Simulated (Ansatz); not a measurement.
# Be: convergence with the PAW cutoff

The task here is to estimate one member of a computed series from the others.

The COD cell was measured well above room temperature, so it is larger than a cold one.

Program: Ansatz 0.2.0. Level of theory: DFT, PBE, PAW with Ansatz's default frozen-core files, scalar-relativistic. These are calculated values, not measurements.

## The structure to begin with

The structure is hexagonal, space group P6_3/mmc (No. 194). Conventional cell: a = 2.300 Å, b = 2.300 Å, c = 3.601 Å, α = 90.00°, β = 90.00°, γ = 120.00°. Be (site symmetry -6m2) is surrounded by 12 Be at 2.24 to 2.30 Å.

As a file:

```xyz
2
Lattice="2.2995 0.0000 0.0000 -1.1498 1.9914 0.0000 0.0000 0.0000 3.6009" Properties=species:S:1:pos:R:3 pbc="T T T"
Be    0.0000    1.3276    0.9002
Be    1.1498    0.6638    2.7007
```

The cell comes from a crystallographic database entry that wasn't checked; take it as a given geometry, which may be far from equilibrium.

Atoms are numbered in the order of the input: Be1, Be2.

Set-up of the first run:

input.yaml

```yaml
crystal:
  lattice:
    - [2.2995019849, 0.0, 0.0]
    - [-1.1497509925, 1.991427135, 0.0]
    - [0.0, 0.0, 3.6009]
  atoms:
    - { symbol: Be, position: [0.3333333333, 0.6666666667, 0.25] }
    - { symbol: Be, position: [0.6666666667, 0.3333333333, 0.75] }
kpoints:
  mp_grid: { grid: [20, 20, 11] }
scf:
  occupations: { method: fermi_dirac, width: 0.05 }
hamiltonian:
  xc: pbe
  pseudopotentials: { kind: paw }
output:
  forces: true
  stress: true
  eigenvalues: true
  efg: { contact_densities: true }
  write_density: true
  write_potential: true
  elf: true
  volumetric_format: npy
basis:
  ecutwfc: 150
```

Run with:

```
> ansatz run input.yaml --threads 1 --pin off --max-ram 2048MiB --backend cpu --events-out ev --progress --plain --runs-dir out
```

Among the steps run: With PAW files, cutoff 150 eV; With PAW files, cutoff 250 eV; With PAW files, cutoff 300 eV; With PAW files, cutoff 500 eV; With PAW files, cutoff 600 eV.

One of the session's tables, all rows but one given; the rest of the session is left out.

It belongs to the step «The sweep in one table». 

```
cutoff (eV)  pressure (GPa)
        150           -4.07
        250               ?
        300           -4.66
        500           -4.71
        600           -4.71
```

Estimate the missing values for cutoff (eV) = 250.

Worked estimate for «pressure (GPa)». A straight line through the neighbours (150, -4.07) and (300, -4.66) gives -4.07 + (-4.66 + 4.07) × (250 − 150) / (300 − 150) = -4.46; a parabola fitted to 3 rows on both sides gives -4.52.

The run gave: pressure (GPa): -4.06. In «pressure (GPa)» the line misses by -0.40 and the parabola by -0.46. Between these rows the values bend or scatter more than so simple an estimate can follow.

Energies are those extrapolated to zero smearing.

Limits of these values: Warnings in the runs' records: cutoff below recommended.
